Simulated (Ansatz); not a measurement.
Te2Mo, a slab with vacuum:

```
Te Mo
1.0
     6.36161    0.00000    0.00000
     0.00000    3.48040    0.00000
    -0.08574    0.00000   36.17589
Te Mo
4 2
Cartesian
  2.6844 2.6103 19.5604
  3.5915 0.8701 16.6155
  5.8104 0.8701 20.1329
  0.4655 2.6103 16.0430
  1.1110 0.8701 17.9963
  5.1649 2.6103 18.1796
```

Base run:

- Program: Ansatz 0.2.0
- Functional: PBE0
- Potentials or basis: Ansatz PAW
- Cutoff: 420 eV
- Density cutoff: 1680 eV
- k mesh: 3 × 5 × 1
- Occupations: fermi-dirac, width 0.05 eV
- Spin: no spin polarisation

Its results: band gap on the k mesh 0.63 eV, indirect (least direct gap 1.39 eV); largest force 0.368 eV/Å.

Q: The run is repeated on the same cell with these changes: functional from PBE0 to HSE06. What comes out?

A: Band gap on the k mesh none (metal or under the smearing width); largest force 0.347 eV/Å.

Caveats: some runs use coarse meshes; the PAW data sets come from PBE, with cores solved anew for the run's functional, which leaves a small shift of forces and pressure; odd divisions of the mesh miss points on the zone boundary, where band edges often lie, so the gap on the mesh can be too wide (some runs); spin-orbit coupling is left out, which moves the levels of the heavy elements (some runs).

A k mesh can miss the band edges.

Not every run made on this cell is shown here.
